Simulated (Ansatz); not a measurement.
A first try at a calculation of the elastic constants of Cu, space group I4/mmm, using the Python package of Ansatz (0.2.0).

The cells in order, each with its output:

In [1]:
```python
import ansatz as az
import numpy as np
```

In [2]:
```python
lattice = az.Lattice.of(
    (-1.44279332, 1.44279332, 1.37608145),
    (1.44279332, -1.44279332, 1.37608145),
    (1.44279332, 1.44279332, -1.37608145),
)
sites = [
    ("Cu", (0.0, 0.0, 0.0)),
]
cell = az.Crystal(lattice=lattice)
for symbol, position in sites:
    cell = cell.atom(symbol, position)
```

In [3]:
```python
cell.resolved().tree()["lattice"]
```
Out [3]:
```text
((-1.44279332, 1.44279332, 1.37608145), (1.44279332, -1.44279332, 1.37608145),
 (1.44279332, 1.44279332, -1.37608145))
```

In [4]:
```python
calc = cell.calculation()
calc = calc.basis(450)
calc = calc.occupations("Fermi-Dirac", width=0.1)
calc = calc.functional("pbesol")
calc = calc.pseudopotentials("gth")
calc = calc.scf(tolerance=1e-10)
calc = calc.kpoints(22, 22, 22)
outcome = calc.elastic("relaxed_ion").run()
elastic = outcome.elastic
```
```text
Traceback (most recent call last):
  File "<cell 4>", line 5, in <module>
    calc = calc.pseudopotentials("gth")
  ...
ansatz.errors.InputError: .pseudopotentials('gth'): not one of nc, nc_fr, paw, paw_fr, all_electron  [hamiltonian.pseudopotentials.kind]
```

What is wrong, and how is it mended?

The fault: that kind of potential isn't served. Mended:

```diff
--- before
+++ after
@@
 calc = calc.functional("pbesol")
-calc = calc.pseudopotentials("gth")
+calc = calc.pseudopotentials("paw")
 calc = calc.scf(tolerance=1e-10)
```

Notebook, run cell by cell (the value of a cell's last expression is shown):

(earlier cells as before)

In [4]:
```python
calc = cell.calculation()
calc = calc.basis(450)
calc = calc.occupations("Fermi-Dirac", width=0.1)
calc = calc.functional("pbesol")
calc = calc.pseudopotentials("paw")
calc = calc.scf(tolerance=1e-10)
calc = calc.kpoints(22, 22, 22)
outcome = calc.elastic("relaxed_ion").run()
elastic = outcome.elastic
```

In [5]:
```python
print("C_ij (GPa), Voigt order xx yy zz yz xz xy")
for row in elastic.c_gpa:
    print(" ".join(f"{value:8.1f}" for value in row))
print("smallest eigenvalue of C:", round(elastic.stability.min_eigenvalue_gpa, 1), "GPa; tensor positive definite:", elastic.stability.min_eigenvalue_gpa > 0)
if elastic.stability.min_eigenvalue_gpa > 0:
    for name, value in elastic.moduli.to_plain().items():
        print(f"{name:14s} {value:9.3f}")
```
```text
C_ij (GPa), Voigt order xx yy zz yz xz xy
   147.6    169.1    155.5      0.0      0.0      0.0
   169.1    147.6    155.5     -0.0      0.0      0.0
   155.3    155.3    171.1      0.0      0.0      0.0
     0.0      0.0     -0.0    100.2      0.0      0.0
     0.0      0.0      0.0      0.0    100.2     -0.0
     0.0     -0.0      0.0      0.0      0.0    115.6
smallest eigenvalue of C: -21.5 GPa; tensor positive definite: False
```

No spin polarisation was allowed. The cell isn't relaxed first, so the values belong to this volume. This isn't the structure that Cu takes at ambient conditions. Shear constants of a metal converge slowly with the k-point mesh and can be wrong in sign on a coarse one; the constants belong to the cell that was strained. Timing: 3.9 min on 1 thread of Arm Neoverse V1, with other jobs on the host, peak memory 0.86 GiB.
